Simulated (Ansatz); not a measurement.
Input and command of a plane-wave DFT calculation in Ansatz:

```yaml
crystal:
  lattice:
    - [1.2881286478, -2.3107557077, 4.5293694389]
    - [1.329318336, -2.2554354693, -4.5135372013]
    - [2.6819891397, 4.603454608, -0.0397074524]
  atoms:
    - { symbol: Si, position: [0.4597728769, 0.2105790877, 0.1690805657] }
    - { symbol: Si, position: [0.9610199835, 0.7091400989, 0.1685520611] }
    - { symbol: Si, position: [0.4624141608, 0.2096309713, 0.6708917413] }
    - { symbol: Si, position: [0.9601234095, 0.7103758364, 0.66711457] }
    - { symbol: Si, position: [0.0387944233, 0.2887302722, 0.3324288766] }
    - { symbol: Si, position: [0.537339464, 0.788333919, 0.32794944] }
    - { symbol: Si, position: [0.0411714065, 0.2927895327, 0.8323536254] }
    - { symbol: Si, position: [0.5393642756, 0.7904202819, 0.8316291197] }
basis:
  ecutwfc: 500
kpoints:
  mp_grid: { grid: [8, 8, 8] }
hamiltonian:
  xc: r2scan
scf:
  occupations: { method: gaussian, width: 0.15 }
output:
  forces: true
  stress: true
  eigenvalues: true
```

```bash
ansatz run input.yaml --threads 2 --pin off --max-ram 5120MiB --backend cpu --events-out ev --progress --plain --runs-dir out
```

Processor: Intel(R) Xeon(R) Platinum 8488C (Sapphire Rapids), 2 threads, on a host shared with other jobs.

Problem. Estimate time, memory and problem size.

Solution. About 46 s on 2 threads of Intel(R) Xeon(R) Platinum 8488C (Sapphire Rapids), on a shared host, peak memory 1.1 GiB. It solves 24 bands at 260 k points (the mesh reduced by symmetry) with about 2811 plane waves, in 7 SCF iterations.
